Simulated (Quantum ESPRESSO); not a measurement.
BN:

```
B N
1.0
     2.49824    0.00000    0.00000
    -1.24912    2.16354    0.00000
     0.00000    0.00000    6.63570
B N
2 2
Cartesian
  0.0000 1.4424 1.6589
  1.2491 0.7212 4.9768
  0.0000 1.4424 4.9768
  1.2491 0.7212 1.6589
```

- Program: Quantum ESPRESSO 7.5
- Task: phonons
- Functional: PBEsol
- Potentials or basis: PseudoDojo 0.4.1 SR PBEsol standard
- Cutoff: 1143 eV
- Density cutoff: 4572 eV
- k mesh: 12 × 12 × 4
- Occupations: fermi-dirac, width 0.05 eV
- Spin: no spin polarisation
- Mixing beta: 0.5
- Most SCF iterations: 120
- SCF threshold: 8e-10 Ry

The cell and the atoms were relaxed first, to 9.46 Å³/atom (a = 2.506 Å, b = 2.506 Å, c = 6.960 Å, α = 90.00°, β = 90.00°, γ = 120.00°), and the response was taken there.

```
B N
1.0
     2.50565    0.00000    0.00000
    -1.25283    2.16996    0.00000
     0.00000    0.00000    6.96005
B N
2 2
Cartesian
  0.0000 1.4466 1.7400
  1.2528 0.7233 5.2200
  0.0000 1.4466 5.2200
  1.2528 0.7233 1.7400
```

The first run showed a gap, so the response started from a second, tighter run with fixed occupations.

Question: Where do the zone-centre optical modes lie?

Answer: E2g at 25 cm⁻¹ (Raman); B1g at 65 cm⁻¹ (silent); A2u at 757 cm⁻¹ (IR); B1g at 799 cm⁻¹ (silent); E2g at 1366 cm⁻¹ (Raman); E1u at 1366 cm⁻¹ (IR). Polar modes are given without the macroscopic field (transverse values).

Optical modes at Γ, degenerate ones joined, polar ones without the macroscopic field:
```csv
cm⁻¹,components,symmetry,active in,"IR intensity, summed ((D/Å)²/amu)"
25,2,E2g,Raman,0.00
65,1,B1g,silent,0.00
757,1,A2u,IR,3.41
799,1,B1g,silent,0.00
1366,2,E2g,Raman,0.00
1366,2,E1u,IR,110.24
```

Zone-centre frequencies without and with the macroscopic field along z (cm⁻¹):
```csv
,optical modes in rising order
without,25 25 65 757 799 1366 1366 1366 1366
with the field,25 25 65 799 805 1366 1366 1366 1366
```

Born effective charge tensors (e):
atom 1, B
```
2.70 0.00 0.00
0.00 2.70 0.00
0.00 0.00 0.67
```
atom 2, B
```
2.70 0.00 0.00
0.00 2.70 0.00
0.00 0.00 0.67
```
atom 3, N
```
-2.70  0.00  0.00
 0.00 -2.70  0.00
 0.00  0.00 -0.67
```
atom 4, N
```
-2.70  0.00  0.00
 0.00 -2.70  0.00
 0.00  0.00 -0.67
```

Electronic dielectric tensor:
```
4.61 0.00 0.00
0.00 4.61 0.00
0.00 0.00 2.53
```

Static dielectric tensor, electrons and zone-centre modes:
```
6.27 0.00 0.00
0.00 6.27 0.00
0.00 0.00 2.86
```

Caveat: the layers were relaxed without a dispersion term, so their spacing and the soft interlayer modes are unreliable; before the sum rule the acoustic modes lie tens of cm⁻¹ from zero, a sign that the density grid also shifts the optical modes; on a mesh that holds Γ this program's dielectric tensor can be off by some percent beyond the error of the mesh; this functional lacks dispersion, which binds the layers, so the pressure and a relaxed spacing across them are unreliable.
